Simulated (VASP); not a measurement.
Crystal: Rh.

```xyz
2
Lattice="2.6883 0.0000 0.0000 -1.3441 2.3281 0.0000 0.0000 0.0000 4.3281" Properties=species:S:1:pos:R:3 pbc="T T T"
Rh    0.0000    1.5521    1.0820
Rh    1.3442    0.7760    3.2461
```

This isn't the form of Rh at room conditions, which is fcc.

Base run:

| Property | Result |
| --- | --- |
| Program | VASP 6.6.1 |
| Functional | PBEsol |
| Potentials or basis | VASP PAW PBE potentials, release 64 (Rh_pv) |
| Cutoff | 700 eV |
| k mesh | 18 × 18 × 10 |
| Occupations | gaussian, width 0.1 eV |
| Spin | no spin polarisation |

Its results: band gap on the k mesh none (metal or under the smearing width); pressure 0.2 GPa.

The run is repeated on the same cell with these changes: functional from PBEsol to r2SCAN; cutoff from 700 eV to 520 eV; further incar settings from ALGO = Fast; EDIFF = 1e-06 to ALGO = Normal; EDIFF = 1e-06. What comes out?

Band gap on the k mesh none (metal or under the smearing width); pressure 6.1 GPa.

Caveats: the PAW data sets were made with another functional, which shifts forces and pressure a little.
